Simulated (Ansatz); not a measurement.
# Cr (P-1) in Ansatz: a series of runs

The runs below take Cr through single point, with PBE.

Everything below comes from runs of Ansatz 0.2.0. Logs are shortened: lines on timing, memory, paths and dates and some standing lists are left out, and cuts for length are marked.

**1. The cell of the first run**

The typed cell holds 1 atom: a = 2.564 Å, b = 2.575 Å, c = 2.614 Å, α = 60.73°, β = 61.16°, γ = 60.86°.

This isn't the form of Cr at room conditions, which is bcc.

**2. Single point, PBE (cell sheared at random, sigma 0.01, atoms nudged by 0.01 Å)**

Contents of input.yaml:

```yaml
crystal:
  lattice:
    - [-0.01742837, 1.81563267, 1.81065737]
    - [1.83100899, -0.01704057, 1.81026957]
    - [1.85589832, 1.84013421, -0.04192991]
  atoms:
    - { symbol: Cr, position: [0.0, 0.0, 0.0] }
hamiltonian:
  xc: pbe
  pseudopotentials: { kind: paw }
kpoints:
  mp_grid: { grid: [12, 12, 12] }
scf:
  occupations: { method: fermi_dirac, width: 0.05 }
output:
  forces: true
  stress: true
  eigenvalues: true
```

Potentials or basis: Ansatz PAW.

On the command line:

```console
ansatz run input.yaml --threads 2 --pin off --max-ram 5632MiB --backend cpu --events-out ev --progress --plain --runs-dir out
```

Log:

```text
Warning: RAYON_NUM_THREADS=2 ignored (pool sized by the plan → 2); use --threads N
Engine: ansatz 0.2.0, aarch64-unknown-linux-gnu
Pseudopotentials: kind: paw
Pseudopotential: Cr, paw, valence charge 14, recommended cutoff 420 eV (normal), Cr.paw.azcp
Functional definition: PBE
  parameter kappa = 0.804
  parameter beta = 0.06672455060314922
  exchange = pbe_x(kappa = kappa, mu = beta*pi^2/3)
  correlation = pbe_c(beta = beta)
Crystal: 1 atoms, lattice volume = 12.455 Å³
Basis set: ecut = 420 eV, 259 PW (Γ), exchange–correlation on 36×36×36 points (8 copies of the dense FFT grid, shifted against one another)
Bands: 11, of which v1, the nominal top of the filled ones, is band 7 counted from 1 (6 counted from 0)
Symmetry: 2 space group operations
Space group: P-1 (ITA 2), of the structure as read, at distance tolerance 2.3e-5 Å
k-points: 868 of 1728
Non-local potential: Cr, projectors of the file, l = 0: 3, l = 1: 2, l = 2: 3, l = 3: 1
PAW form: soft (Blöchl's): semilocal exchange-correlation on the pseudo side does not see the compensation charge
PAW one-centre angular grid: Cr, 590 points (default); XC on 64 Gauss nodes
Initial density: superposition of atomic densities (neutral atoms: chi_scale 0, normalization atom), corrected by the library's trained network
Initial wavefunctions: pseudopotential atomic-orbital guess
Functional: x = pbe(κ = 0.804, μ = 0.2195149727645171), c = pbe(β = 0.06672455060314922)
SCF iter   1: F=—  HF=-3377.336367 eV  |F-HF|=—  |Δ(HF+E_count)|=         —  Δρ=6.67e-3  dr2=3.07e-3  ethr=1.77e-3  ⟨swp⟩=3.9  Hψ=46607  notcnv=0
preconditioner: auto → none  [metal: Δε(μ)=0.002 eV  Ē_g=6.700 eV  σ=0.050 eV  W_gap=0.01  n_scr=0 (ndim 8)  ℏωp=25.8 eV  f_vac=0.000  D(μ)=1.85/eV (n_scr^D=26)]
SCF iter   2: F=—  HF=-3377.336249 eV  |F-HF|=—  |Δ(HF+E_count)|=   1.19e-4  Δρ=3.94e-3  dr2=8.97e-4  ethr=2.20e-5  ⟨swp⟩=3.0  Hψ=24667  notcnv=0  defer=18
SCF iter   3: F=—  HF=-3377.336043 eV  |F-HF|=—  |Δ(HF+E_count)|=   2.06e-4  Δρ=1.77e-3  dr2=1.27e-4  ethr=6.41e-6  ⟨swp⟩=3.0  Hψ=17914  notcnv=0  defer=18
SCF iter   4: F=—  HF=-3377.336075 eV  |F-HF|=—  |Δ(HF+E_count)|=   3.14e-5  Δρ=4.47e-4  dr2=6.66e-6  ethr=9.10e-7  ⟨swp⟩=1.0  Hψ=9562  notcnv=0  defer=18
SCF iter   5: F=—  HF=-3377.336076 eV  |F-HF|=—  |Δ(HF+E_count)|=   1.92e-6  Δρ=6.11e-5  dr2=9.20e-8  ethr=4.76e-8  ⟨swp⟩=1.4  Hψ=10235  notcnv=0  defer=18
SCF iter   6: F=-3377.336077 eV  HF=-3377.336077 eV  |F-HF|=4.64e-11  |Δ(HF+E_count)|=   8.12e-8  Δρ=5.64e-6  dr2=1.07e-9  ethr=6.57e-10  ⟨swp⟩=2.1  Hψ=30381  notcnv=0
SCF 1 converged in 6 iterations: F = -3377.336077 eV  dr2 = 1.07e-9
SCF converged after 6 iterations
Free energy (F): -3377.336077 eV
Harris-Foulkes:  -3377.336077 eV  (|F-HF|=4.64e-11)
Internal energy: -3377.321105 eV  (E = F + TS)
E sigma→0 (E₀):  -3377.328591 eV
Entropy (-TS):   -0.014972 eV (-14.972 meV/atom)
Fermi energy:    17.574166 eV
--- Per-component energies (eV) ---
  E_band       = -164.754802
  E_kinetic    = 341.900690
  E_local      = -1242.752743  (includes V_loc(G=0)·N_el)
  E_nonlocal   = 78.617687
  E_hartree    = 537.179491
  E_xc         = -139.465281
  E_vxc        = -177.886317  (∫ρ·V_xc dr)
  E_paw        = -1194.673222  (= ΣΔE_a)
  E_vpaw       = -238.992972  (= ΣTr[D̂ρ^β])
  E_aug_tail   = 0.000332  (compensation charges beyond the density's cutoff)
  E_ewald      = -1758.128058
  E_smearing   = -0.014972  (= −TS)
  E_closure    = 0.000000  (closes the sum)
  Σ components = -3377.336077   (vs F -3377.336077, Δ=0.00e0)
--- Forces (eV/Å), atoms counted from 1 ---
  atom   1  Cr     0.00000000     0.00000000     0.00000000
  max |Σ_I F_I| component: 0.00e0 eV/Å
--- Stress (GPa, compression-positive) ---
       -8.609827       0.039870      -2.026995
        0.039870     -10.502765      -2.091899
       -2.026995      -2.091899     -11.369306
  P = ⅓ Tr σ = -10.1606 GPa (-101.606 kbar)
--- Band table (eV; the first three rows and the last of 868) ---
  k-point 0: bands = ["-53.9363", "-24.8734", "-24.8367", "-24.8163", "10.1801", "16.9772", "17.1574", "17.3440", "18.7745", "18.8739", "37.0036"]
  k-point 1: bands = ["-53.9276", "-24.9203", "-24.8424", "-24.8220", "10.4396", "16.8714", "17.2203", "17.4158", "18.7475", "18.8412", "36.8607"]
  k-point 2: bands = ["-53.9039", "-25.0483", "-24.8574", "-24.8375", "11.1750", "16.6167", "17.3369", "17.5539", "18.7517", "18.8254", "35.2491"]
  k-point 867: bands = ["-53.7795", "-25.5837", "-24.9664", "-24.9505", "13.8296", "16.9220", "17.0981", "18.4996", "19.8960", "20.0585", "26.6221"]
```

Run time: 2.8 s. Hardware: 2 threads of Arm Neoverse V2, shared host; peak memory 0.4 GiB.

Results:

| Property | Result |
| --- | --- |
| Free energy | -3377.3361 eV |
| Pressure | -10.2 GPa |
| Band gap on the k mesh | none (metal or under the smearing width) |

Stress tensor (GPa, compression positive):
```
 -8.61   0.04  -2.03
  0.04 -10.50  -2.09
 -2.03  -2.09 -11.37
```

Levels at points of the mesh, in eV from the Fermi level:
```csv
k point,band 5,band 6,band 7,band 8,band 9,band 10
"(0.00, 0.00, 0.00)",-7.39,-0.60,-0.42,-0.23,1.20,1.30
"(0.00, 0.00, -0.50)",-3.78,-0.59,-0.35,0.42,2.30,2.36
"(0.00, -0.50, 0.00)",-3.75,-0.74,-0.31,0.71,2.29,2.45
"(0.00, -0.50, -0.50)",-3.89,-3.07,2.33,2.65,2.68,3.29
"(-0.50, 0.00, 0.00)",-3.75,-0.67,-0.38,0.71,2.26,2.47
"(-0.50, 0.00, -0.50)",-3.89,-3.09,2.33,2.62,2.71,3.49
"(-0.50, -0.50, 0.00)",-3.89,-3.10,2.31,2.64,2.71,3.56
"(-0.50, -0.50, -0.50)",-3.74,-0.65,-0.48,0.93,2.32,2.48
```

Caveat: the run has no spin polarisation, though such a crystal can be magnetic. Spin polarisation is off, so any magnetic state and its effect on volume and gap are missing.

**3. Single point, PBE, collinear spin, ferromagnetic start (cell sheared at random, sigma 0.01, atoms nudged by 0.01 Å)**

input.yaml: that of step 2 with these lines changed.

```diff
@@ -6,3 +6,3 @@
   atoms:
-    - { symbol: Cr, position: [0.0, 0.0, 0.0] }
+    - { symbol: Cr, position: [0.0, 0.0, 0.0], spin: 3.0 }
 hamiltonian:
@@ -10,2 +10,4 @@
   pseudopotentials: { kind: paw }
+magnetization:
+  spin_polarized: true
 kpoints:
```

Potentials or basis: Ansatz PAW.

On the command line:

```console
ansatz run input.yaml --threads 2 --pin off --max-ram 5632MiB --backend cpu --events-out ev --progress --plain --runs-dir out
```

Wall time 12 s (2 threads of Arm Neoverse V2, shared host); peak memory 0.53 GiB.

It converged, with:

* Free energy: -3377.3361 eV
* Pressure: -10.2 GPa
* Band gap on the k mesh: none (metal or under the smearing width)
* Net moment: 0.00 μB per cell
* Absolute moment: 0.00 μB per cell

Stress tensor (GPa, compression positive):
```
 -8.61   0.04  -2.03
  0.04 -10.50  -2.09
 -2.03  -2.09 -11.37
```

Levels at points of the mesh, in eV from the Fermi level:
Spin up:
```tsv
k point	band 4	band 5	band 6	band 7	band 8	band 9	band 10	band 11
(0.00, 0.00, 0.00)	-42.39	-7.39	-0.60	-0.42	-0.23	1.20	1.30	19.43
(0.00, 0.00, -0.50)	-42.47	-3.78	-0.59	-0.35	0.42	2.30	2.36	8.48
(0.00, -0.50, 0.00)	-42.50	-3.75	-0.74	-0.31	0.71	2.29	2.45	8.81
(0.00, -0.50, -0.50)	-42.64	-3.89	-3.07	2.33	2.65	2.68	3.29	11.57
(-0.50, 0.00, 0.00)	-42.50	-3.75	-0.67	-0.38	0.71	2.26	2.47	8.81
(-0.50, 0.00, -0.50)	-42.65	-3.89	-3.09	2.33	2.62	2.71	3.49	11.76
(-0.50, -0.50, 0.00)	-42.67	-3.89	-3.10	2.31	2.64	2.71	3.56	11.82
(-0.50, -0.50, -0.50)	-42.52	-3.74	-0.65	-0.48	0.93	2.32	2.48	9.05
```
Spin down:
```
              k point  band 5  band 6  band 7  band 8  band 9  band 10
   (0.00, 0.00, 0.00)   -7.39   -0.60   -0.42   -0.23    1.20     1.30
  (0.00, 0.00, -0.50)   -3.78   -0.59   -0.35    0.42    2.30     2.36
  (0.00, -0.50, 0.00)   -3.75   -0.74   -0.31    0.71    2.29     2.45
 (0.00, -0.50, -0.50)   -3.89   -3.07    2.33    2.65    2.68     3.29
  (-0.50, 0.00, 0.00)   -3.75   -0.67   -0.38    0.71    2.26     2.47
 (-0.50, 0.00, -0.50)   -3.89   -3.09    2.33    2.62    2.71     3.49
 (-0.50, -0.50, 0.00)   -3.89   -3.10    2.31    2.64    2.71     3.56
(-0.50, -0.50, -0.50)   -3.74   -0.65   -0.48    0.93    2.32     2.48
```

Caveat: the starting moments collapsed, and a magnetic state may lie lower; the starting moments weren't kept.

**4. Single point, PBE, collinear spin, random start (cell sheared at random, sigma 0.01, atoms nudged by 0.01 Å)**

input.yaml: that of step 3 with these lines changed.

```diff
@@ -6,3 +6,3 @@
   atoms:
-    - { symbol: Cr, position: [0.0, 0.0, 0.0], spin: 3.0 }
+    - { symbol: Cr, position: [0.0, 0.0, 0.0], spin: -1.14 }
 hamiltonian:
```

On the command line:

```console
ansatz run input.yaml --threads 2 --pin off --max-ram 5632MiB --backend cpu --events-out ev --progress --plain --runs-dir out
```

It took 24 s on 2 threads of Arm Neoverse V2, shared host; peak memory 0.52 GiB.

It converged, with:

```yaml
Free_energy: -3377.3361 eV
Pressure: -10.2 GPa
Band_gap_on_the_k_mesh: none (metal or under the smearing width)
Net_moment: 0.00 μB per cell
Absolute_moment: 0.00 μB per cell
```

Stress tensor (GPa, compression positive):
```
 -8.61   0.04  -2.03
  0.04 -10.50  -2.09
 -2.03  -2.09 -11.37
```

Levels at points of the mesh, in eV from the Fermi level:
Spin up:
```tsv
k point	band 4	band 5	band 6	band 7	band 8	band 9	band 10	band 11
(0.00, 0.00, 0.00)	-42.39	-7.39	-0.60	-0.42	-0.23	1.20	1.30	19.43
(0.00, 0.00, -0.50)	-42.47	-3.78	-0.59	-0.35	0.42	2.30	2.36	8.48
(0.00, -0.50, 0.00)	-42.50	-3.75	-0.74	-0.31	0.71	2.29	2.45	8.81
(0.00, -0.50, -0.50)	-42.64	-3.89	-3.07	2.33	2.65	2.68	3.29	11.57
(-0.50, 0.00, 0.00)	-42.50	-3.75	-0.67	-0.38	0.71	2.26	2.47	8.81
(-0.50, 0.00, -0.50)	-42.65	-3.89	-3.09	2.33	2.62	2.71	3.49	11.76
(-0.50, -0.50, 0.00)	-42.67	-3.89	-3.10	2.31	2.64	2.71	3.56	11.82
(-0.50, -0.50, -0.50)	-42.52	-3.74	-0.65	-0.48	0.93	2.32	2.48	9.05
```
Spin down:
```tsv
k point	band 5	band 6	band 7	band 8	band 9	band 10
(0.00, 0.00, 0.00)	-7.39	-0.60	-0.42	-0.23	1.20	1.30
(0.00, 0.00, -0.50)	-3.78	-0.59	-0.35	0.42	2.30	2.36
(0.00, -0.50, 0.00)	-3.75	-0.74	-0.31	0.71	2.29	2.45
(0.00, -0.50, -0.50)	-3.89	-3.07	2.33	2.65	2.68	3.29
(-0.50, 0.00, 0.00)	-3.75	-0.67	-0.38	0.71	2.26	2.47
(-0.50, 0.00, -0.50)	-3.89	-3.09	2.33	2.62	2.71	3.49
(-0.50, -0.50, 0.00)	-3.89	-3.10	2.31	2.64	2.71	3.56
(-0.50, -0.50, -0.50)	-3.74	-0.65	-0.48	0.93	2.32	2.48
```

Caveat: the starting moments weren't kept.

**5. Single point, PBE, collinear spin, ferromagnetic start (cell sheared at random, sigma 0.01, atoms nudged by 0.01 Å)**

input.yaml: that of step 4 with these lines changed.

```diff
@@ -6,3 +6,3 @@
   atoms:
-    - { symbol: Cr, position: [0.0, 0.0, 0.0], spin: -1.14 }
+    - { symbol: Cr, position: [0.0, 0.0, 0.0], spin: 4.5 }
 hamiltonian:
@@ -20 +20,5 @@
   eigenvalues: true
+  write_density: true
+  write_potential: true
+  elf: true
+  volumetric_format: npy
```

On the command line:

```console
ansatz run input.yaml --threads 2 --pin off --max-ram 5632MiB --backend cpu --events-out ev --progress --plain --runs-dir out
```

It took 14 s on 2 threads of Arm Neoverse V2, shared host; peak memory 0.54 GiB.

Results (log left out):

```
Free energy            : -3377.3361 eV
Pressure               : -10.2 GPa
Band gap on the k mesh : none (metal or under the smearing width)
Net moment             : 0.00 μB per cell
Absolute moment        : 0.00 μB per cell
```

Stress tensor (GPa, compression positive):
```
 -8.61   0.04  -2.03
  0.04 -10.50  -2.09
 -2.03  -2.09 -11.37
```

Levels at points of the mesh, in eV from the Fermi level:
Spin up:
```csv
k point,band 4,band 5,band 6,band 7,band 8,band 9,band 10,band 11
"(0.00, 0.00, 0.00)",-42.39,-7.39,-0.60,-0.42,-0.23,1.20,1.30,19.43
"(0.00, 0.00, -0.50)",-42.47,-3.78,-0.59,-0.35,0.42,2.30,2.36,8.48
"(0.00, -0.50, 0.00)",-42.50,-3.75,-0.74,-0.31,0.71,2.29,2.45,8.81
"(0.00, -0.50, -0.50)",-42.64,-3.89,-3.07,2.33,2.65,2.68,3.29,11.57
"(-0.50, 0.00, 0.00)",-42.50,-3.75,-0.67,-0.38,0.71,2.26,2.47,8.81
"(-0.50, 0.00, -0.50)",-42.65,-3.89,-3.09,2.33,2.62,2.71,3.49,11.76
"(-0.50, -0.50, 0.00)",-42.67,-3.89,-3.10,2.31,2.64,2.71,3.56,11.82
"(-0.50, -0.50, -0.50)",-42.52,-3.74,-0.65,-0.48,0.93,2.32,2.48,9.05
```
Spin down:
| k point | band 5 | band 6 | band 7 | band 8 | band 9 | band 10 |
| --- | --- | --- | --- | --- | --- | --- |
| (0.00, 0.00, 0.00) | -7.39 | -0.60 | -0.42 | -0.23 | 1.20 | 1.30 |
| (0.00, 0.00, -0.50) | -3.78 | -0.59 | -0.35 | 0.42 | 2.30 | 2.36 |
| (0.00, -0.50, 0.00) | -3.75 | -0.74 | -0.31 | 0.71 | 2.29 | 2.45 |
| (0.00, -0.50, -0.50) | -3.89 | -3.07 | 2.33 | 2.65 | 2.68 | 3.29 |
| (-0.50, 0.00, 0.00) | -3.75 | -0.67 | -0.38 | 0.71 | 2.26 | 2.47 |
| (-0.50, 0.00, -0.50) | -3.89 | -3.09 | 2.33 | 2.62 | 2.71 | 3.49 |
| (-0.50, -0.50, 0.00) | -3.89 | -3.10 | 2.31 | 2.64 | 2.71 | 3.56 |
| (-0.50, -0.50, -0.50) | -3.74 | -0.65 | -0.48 | 0.93 | 2.32 | 2.48 |

Caveat: the starting moments collapsed, and a magnetic state may lie lower; the starting moments weren't kept.
